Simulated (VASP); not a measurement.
# Y (P6_3/mmc) in VASP: further runs

The runs below take Y through single point, with PBEsol.

All numbers are computed with VASP 6.6.1; they aren't measurements. Logs are shortened: lines on timing, memory, paths and dates and some standing lists are left out, and cuts for length are marked.

### 1 The crystal as given

The structure is hexagonal, space group P6_3/mmc (No. 194). Conventional cell: a = 3.647 Å, b = 3.647 Å, c = 5.731 Å, α = 90.00°, β = 90.00°, γ = 120.00°. Y (site symmetry -6m2) has 12 Y at 3.56 to 3.65 Å as nearest neighbours.

### 2 Single point, PBEsol

The input, INCAR:

```
SYSTEM = Y
PREC     = Normal         ! precision mode
ENCUT    = 550            ! plane-wave cutoff, eV
EDIFF    = 1E-6           ! SCF threshold, eV
ISMEAR   = -1             ! smearing method
SIGMA    = 0.15           ! smearing width, eV
LREAL    = .FALSE.        ! projectors in reciprocal space
LASPH    = .TRUE.         ! aspherical terms in the spheres
NELM     = 100            ! most SCF steps
ALGO     = Normal         ! electronic algorithm
ISIF     = 2              ! what is computed and relaxed
LWAVE    = .FALSE.        ! write WAVECAR
LCHARG   = .FALSE.        ! write CHGCAR
GGA      = PS             ! functional
NBANDS   = 18             ! bands
ADDGRID  = .FALSE.
```

The input, KPOINTS:

```
Automatic mesh
0
G
  18 18 10
  0 0 0
```

The input, POSCAR:

```
Y
1.0
    3.6474000000      0.0000000000      0.0000000000
   -1.8237000000      3.1587410578      0.0000000000
    0.0000000000      0.0000000000      5.7306000000
Y
2
Direct
    0.6666666667      0.3333333333      0.7500000000
    0.3333333333      0.6666666667      0.2500000000
```

Potentials or basis: VASP PAW PBE potentials, release 64 (Y_sv).

Command:

```sh
> cat potpaw_PBE.64/Y_sv/POTCAR > POTCAR
> mpirun -np 1 vasp_std > vasp.out
```

OUTCAR:

```text
SYSTEM = Y
   PREC = Normal
   ENCUT = 550
   EDIFF = 1E-6
   ISMEAR = -1
   LREAL = .FALSE.
   LASPH = .TRUE.
   NELM = 100
   ISIF = 2
   GGA = PS

 Found    222 irreducible k-points:

 Following reciprocal coordinates:
            Coordinates               Weight
  0.000000  0.000000  0.000000      1.000000
  0.055556 -0.000000  0.000000      6.000000
  0.111111 -0.000000  0.000000      6.000000
  0.166667  0.000000  0.000000      6.000000
  0.222222 -0.000000  0.000000      6.000000
  0.277778  0.000000  0.000000      6.000000
   k-points           NKPTS =    222   k-points in BZ     NKDIM =    222   number of bands    NBANDS=     18
   number of dos      NEDOS =    301   number of ions     NIONS =      2
   total plane-waves  NPLWV =  20736
   dimension x,y,z NGX =    24 NGY =   24 NGZ =   36
   dimension x,y,z NGXF=    48 NGYF=   48 NGZF=   72
   ions per type =               2
   NGX,Y,Z   is equivalent  to a cutoff of  10.94, 10.94, 10.44 a.u.
   NGXF,Y,Z  is equivalent  to a cutoff of  21.88, 21.88, 20.89 a.u.
 SYSTEM =  Y
   PREC   = normal    normal or accurate (medium, high low for compatibility)
   ISTART =      0    job   : 0-new  1-cont  2-samecut
   ICHARG =      2    charge: 1-file 2-atom 10-const
   ISPIN  =      1    spin polarized calculation?
   LNONCOLLINEAR =      F non collinear calculations
   LSORBIT =      F    spin-orbit coupling
   LASPH  =      T    aspherical Exc in radial PAW
   ENCUT  =  550.0 eV  40.42 Ry    6.36 a.u.   6.97  6.97 10.96*2*pi/ulx,y,z
   NELM   =    100;   NELMIN=  2; NELMDL= -5     # of ELM steps
   EDIFF  = 0.1E-05   stopping-criterion for ELM
   LREAL  =      F    real-space projection
   EDIFFG = 0.1E-04   stopping-criterion for IOM
   NSW    =      0    number of steps for IOM
   IBRION =     -1    ionic relax: 0-MD 1-quasi-New 2-CG
   NFREE  =      0    steps in history (QN), initial steepest desc. (CG)
   ISIF   =      2    stress and relaxation
   ISYM   =      2    0-nonsym 1-usesym 2-fastsym
   POTIM  = 0.5000    time-step for ionic-motion
   TEBEG  =    0.0;   TEEND  =   0.0 temperature during run
   PSTRESS=    0.0 pullay stress
   NELECT =      22.0000    total number of electrons
   NUPDOWN=      -1.0000    fix difference up-down
   EMIN   =  10.00;   EMAX   =-10.00  energy-range for DOS
   EFERMI =   0.00;   METHOD = LEGACY
   ISMEAR =    -1;   SIGMA  =   0.15  broadening in eV -4-tet -1-fermi 0-gaus
   EFERMI_NEDOS =   21; number of points for ismear=-14 and -15
   IALGO  =     38    algorithm
   IMIX   =      4    mixing-type and parameters
     AMIX     =   0.40;   BMIX     =  1.00
     AMIX_MAG =   1.60;   BMIX_MAG =  1.00
  volume/ion in A,a.u.               =      33.01       222.77
  Fermi-wavevector in a.u.,A,eV,Ry     =   1.134967  2.144777 17.526345  1.288150
  Thomas-Fermi vector in A             =   2.271671
   LORBIT       =      0    0 simple, 1 ext, 2 COOP (PROOUT), +10 PAW based schemes
   GGA     = PS    functional components
   LHFCALC =     F    Hartree Fock is set to
   AEXX    =    0.0000 exact exchange contribution
   IVDW    =     0    specifies the selected vdW correction
   LEPSILON=     F    determine dielectric tensor
   LRPA    =     F    only Hartree local field effects (RPA)
 non-spin polarized calculation
  energy-cutoff  :      550.00
  volume of cell :       66.02
 maximum number of plane-waves:      1950
   NGX = 13   NGY = 13   NGZ = 21

 number of electron      22.0000004 magnetization

 Free energy of the ion-electron system (eV)
  ---------------------------------------------------
  ext. energy  EPLUGINS =         0.00000000
  ---------------------------------------------------
  free energy    TOTEN  =       -13.74979324 eV

  energy without entropy =      -13.49655636  energy(sigma->0) =      -13.62317480

 E-fermi :   2.8622     XC(G=0):  -9.5132

 val. band max:        2.8564860654   @ k =   0.4444  -0.0000   0.3000
 cond. band min:       2.8688853865   @ k =   0.3889   0.2222   0.4000
 fundamental gap:      0.0123993211
 Fermi energy:         2.8622435796

 k-point     1 :       0.0000    0.0000    0.0000
  band No.  band energies     occupation
      1     -39.7427      2.00000
      2     -39.6706      2.00000
      3     -20.0398      2.00000
      4     -19.5616      2.00000
      5     -19.5616      2.00000
      6     -19.4733      2.00000
[... 10 lines left out ...]
     17       5.6337      0.00000
     18       5.6337      0.00000

 k-point     2 :       0.0556   -0.0000    0.0000
  band No.  band energies     occupation
      1     -39.7412      2.00000
      2     -39.6700      2.00000
      3     -20.0343      2.00000
      4     -19.5728      2.00000
      5     -19.5654      2.00000
      6     -19.4851      2.00000
[... 10 lines left out ...]
     17       5.5390      0.00000
     18       5.5688      0.00000

 k-point     3 :       0.1111   -0.0000    0.0000
  band No.  band energies     occupation
      1     -39.7367      2.00000
      2     -39.6684      2.00000
      3     -20.0182      2.00000
      4     -19.6051      2.00000
      5     -19.5763      2.00000
      6     -19.5189      2.00000
[... 10 lines left out ...]
     17       5.4012      0.00000
     18       5.4293      0.00000

 k-point     4 :       0.1667    0.0000    0.0000
  band No.  band energies     occupation
      1     -39.7298      2.00000
      2     -39.6662      2.00000
      3     -19.9925      2.00000
      4     -19.6548      2.00000
      5     -19.5926      2.00000
      6     -19.5696      2.00000
[... 10 lines left out ...]
     17       5.5370      0.00000
     18       5.7067      0.00000

 k-point     5 :       0.2222   -0.0000    0.0000
  band No.  band energies     occupation
      1     -39.7210      2.00000
      2     -39.6637      2.00000
      3     -19.9587      2.00000
      4     -19.7159      2.00000
      5     -19.6301      2.00000
      6     -19.6119      2.00000
[... 10 lines left out ...]
     17       5.8541      0.00000
     18       6.0788      0.00000

 k-point     6 :       0.2778    0.0000    0.0000
  band No.  band energies     occupation
      1     -39.7112      2.00000
      2     -39.6614      2.00000
      3     -19.9192      2.00000
      4     -19.7811      2.00000
      5     -19.6926      2.00000
      6     -19.6319      2.00000
[... 10 lines left out ...]
     17       6.2364      0.00000
     18       6.5253      0.00000

 [... further k-points ...]

------------------------ aborting loop because EDIFF is reached ----------------------------------------

  FORCE on cell =-STRESS in cart. coord.  units (eV):
  Direction    XX          YY          ZZ          XY          YZ          ZX
  --------------------------------------------------------------------------------------
  -------------------------------------------------------------------------------------
  Total       -0.7890864     -0.7890864     -0.8454593      0.0000000      0.0000000      0.0000000
  in kB      -19.1486270    -19.1486270    -20.5166190      0.0000000      0.0000000      0.0000000
  external PRESSURE =     -19.6046243 kB  Pullay stress =       0.0000000 kB

 VOLUME and BASIS-vectors are now :
 -----------------------------------------------------------------------------
  energy-cutoff  :      550.00
  volume of cell :       66.02
      direct lattice vectors                 reciprocal lattice vectors
     3.647400000  0.000000000  0.000000000     0.274167900  0.158290911  0.000000000
    -1.823700000  3.158741058  0.000000000     0.000000000  0.316581822  0.000000000
     0.000000000  0.000000000  5.730600000     0.000000000  0.000000000  0.174501797

 POSITION                                       TOTAL-FORCE (eV/Angst)
 -----------------------------------------------------------------------------------
      1.82370      1.05291      4.29795         0.000000      0.000000      0.000000
     -0.00000      2.10583      1.43265        -0.000000      0.000000      0.000000
 -----------------------------------------------------------------------------------
    total drift:                               -0.000000      0.000000     -0.000000

  FREE ENERGIE OF THE ION-ELECTRON SYSTEM (eV)
  ---------------------------------------------------
  free  energy   TOTEN  =       -13.7497932379 eV

  energy  without entropy=      -13.4965563617  energy(sigma->0) =      -13.62317480
```

OSZICAR:

```text
N       E                     dE             d eps       ncg     rms          rms(c)
DAV:   1     0.904276269028E+02    0.90428E+02   -0.11627E+04  7992   0.120E+03
DAV:   2    -0.638177925970E+01   -0.96809E+02   -0.95113E+02  9824   0.267E+02
DAV:   3    -0.139882659214E+02   -0.76065E+01   -0.75378E+01 14048   0.441E+01
DAV:   4    -0.142229451163E+02   -0.23468E+00   -0.23436E+00  9828   0.770E+00
DAV:   5    -0.142288612871E+02   -0.59162E-02   -0.59138E-02 11562   0.942E-01    0.332E+01
DAV:   6    -0.138381342762E+02    0.39073E+00   -0.47422E-01  8816   0.408E+00    0.205E+01
DAV:   7    -0.137629947114E+02    0.75140E-01   -0.90941E-01 10476   0.517E+00    0.178E+00
DAV:   8    -0.137504976520E+02    0.12497E-01   -0.16461E-01  9852   0.230E+00    0.112E+00
DAV:   9    -0.137497166427E+02    0.78101E-03   -0.44748E-03 10760   0.409E-01    0.431E-01
DAV:  10    -0.137498439083E+02   -0.12727E-03   -0.17720E-03  8762   0.369E-01    0.305E-01
DAV:  11    -0.137497978574E+02    0.46051E-04   -0.10780E-04 11552   0.854E-02    0.489E-02
DAV:  12    -0.137497913336E+02    0.65238E-05   -0.28145E-05  8698   0.450E-02    0.161E-02
DAV:  13    -0.137497930573E+02   -0.17237E-05   -0.49721E-06  9148   0.186E-02    0.344E-03
DAV:  14    -0.137497932379E+02   -0.18061E-06   -0.15071E-07  4878   0.319E-03
   1 F= -.13749793E+02 E0= -.13623175E+02  d E =-.253237E+00
```

Wall time 92 s (1 thread of AMD EPYC 9R45 (Zen 5), shared host); peak memory 0.33 GiB.

These settings aren't checked as converged: the numbers below hold their error.

What came out:

```
Free energy            : -13.7498 eV
Pressure               : -2.0 GPa
Band gap on the k mesh : none (metal or under the smearing width)
```

Caveat: the PAW data sets were made with another functional, which shifts forces and pressure a little.

### 3 Single point, PBEsol

Edit INCAR of step 2 so:

```diff
@@ -1,3 +1,3 @@
 SYSTEM = Y
-PREC     = Normal         ! precision mode
+PREC     = Accurate       ! precision mode
 ENCUT    = 550            ! plane-wave cutoff, eV
@@ -6,3 +6,3 @@
 SIGMA    = 0.15           ! smearing width, eV
-LREAL    = .FALSE.        ! projectors in reciprocal space
+LREAL    = Auto         
 LASPH    = .TRUE.         ! aspherical terms in the spheres
```

KPOINTS is that of step 2.

POSCAR is that of step 2.

Potentials or basis: VASP PAW PBE potentials, release 64 (Y_sv).

Command:

```sh
> cat potpaw_PBE.64/Y_sv/POTCAR > POTCAR
> mpirun -np 1 vasp_std > vasp.out
```

It took 3.9 min on 1 thread of AMD EPYC 9R45 (Zen 5), shared host; peak memory 0.29 GiB.

These settings aren't checked as converged: the numbers below hold their error.

Results:

* Free energy: -13.7495 eV
* Pressure: -2.0 GPa
* Band gap on the k mesh: none (metal or under the smearing width)

Caveat: the PAW data sets were made with another functional, which shifts forces and pressure a little.

### 4 Single point, PBEsol

Edit INCAR of step 3 so:

```diff
@@ -3,6 +3,6 @@
 ENCUT    = 550            ! plane-wave cutoff, eV
-EDIFF    = 1E-6           ! SCF threshold, eV
+EDIFF    = 1E-4           ! SCF threshold, eV
 ISMEAR   = -1             ! smearing method
 SIGMA    = 0.15           ! smearing width, eV
-LREAL    = Auto         
+LREAL    = .FALSE.        ! projectors in reciprocal space
 LASPH    = .TRUE.         ! aspherical terms in the spheres
```

KPOINTS is that of step 3.

POSCAR is that of step 3.

Command:

```sh
> cat potpaw_PBE.64/Y_sv/POTCAR > POTCAR
> mpirun -np 1 vasp_std > vasp.out
```

Run time: 1.7 min. Hardware: 1 thread of AMD EPYC 9R45 (Zen 5), shared host; peak memory 0.36 GiB.

These settings aren't checked as converged: the numbers below hold their error.

What came out:

| Item | Value |
| --- | --- |
| Free energy | -13.7498 eV |
| Pressure | -2.1 GPa |
| Band gap on the k mesh | none (metal or under the smearing width) |

Caveat: the PAW data sets were made with another functional, which shifts forces and pressure a little.

### 5 Single point, PBEsol

Edit INCAR of step 4 so:

```diff
@@ -2,4 +2,4 @@
 PREC     = Accurate       ! precision mode
-ENCUT    = 550            ! plane-wave cutoff, eV
-EDIFF    = 1E-4           ! SCF threshold, eV
+ENCUT    = 450            ! plane-wave cutoff, eV
+EDIFF    = 1E-6           ! SCF threshold, eV
 ISMEAR   = -1             ! smearing method
```

The input, KPOINTS:

```
Automatic mesh
0
G
  20 20 11
  0 0 0
```

POSCAR is that of step 4.

Command:

```sh
> cat potpaw_PBE.64/Y_sv/POTCAR > POTCAR
> mpirun -np 1 vasp_std > vasp.out
```

It took 2.1 min on 1 thread of AMD EPYC 9R45 (Zen 5), shared host; peak memory 0.34 GiB.

These settings aren't checked as converged: the numbers below hold their error.

What came out:

| Quantity | Value |
| --- | --- |
| Free energy | -13.7494 eV |
| Pressure | -2.0 GPa |
| Band gap on the k mesh | none (metal or under the smearing width) |

Caveat: the PAW data sets were made with another functional, which shifts forces and pressure a little.

### 6 Single point, PBEsol

Edit INCAR of step 5 so:

```diff
@@ -2,3 +2,3 @@
 PREC     = Accurate       ! precision mode
-ENCUT    = 450            ! plane-wave cutoff, eV
+ENCUT    = 550            ! plane-wave cutoff, eV
 EDIFF    = 1E-6           ! SCF threshold, eV
```

KPOINTS is that of step 5.

POSCAR is that of step 5.

Potentials or basis: VASP PAW PBE potentials, release 64 (Y_sv).

Command:

```sh
> cat potpaw_PBE.64/Y_sv/POTCAR > POTCAR
> mpirun -np 1 vasp_std > vasp.out
```

It took 2.5 min on 1 thread of AMD EPYC 9R45 (Zen 5), shared host; peak memory 0.4 GiB.

These settings aren't checked as converged: the numbers below hold their error.

Results:

| Item | Value |
| --- | --- |
| Free energy | -13.7498 eV |
| Pressure | -2.0 GPa |
| Band gap on the k mesh | none (metal or under the smearing width) |

Caveat: the PAW data sets were made with another functional, which shifts forces and pressure a little.

### 7 For comparison

An earlier run on the cell as given: functional PBE; potentials or basis VASP PAW PBE potentials, release 64 (Y_sv); cutoff 520 eV; k mesh 8 × 8 × 5; occupations fermi-dirac, width 0.05 eV; no spin polarisation.

* Pressure: -0.2 GPa
* Band gap on the k mesh: none (metal or under the smearing width)
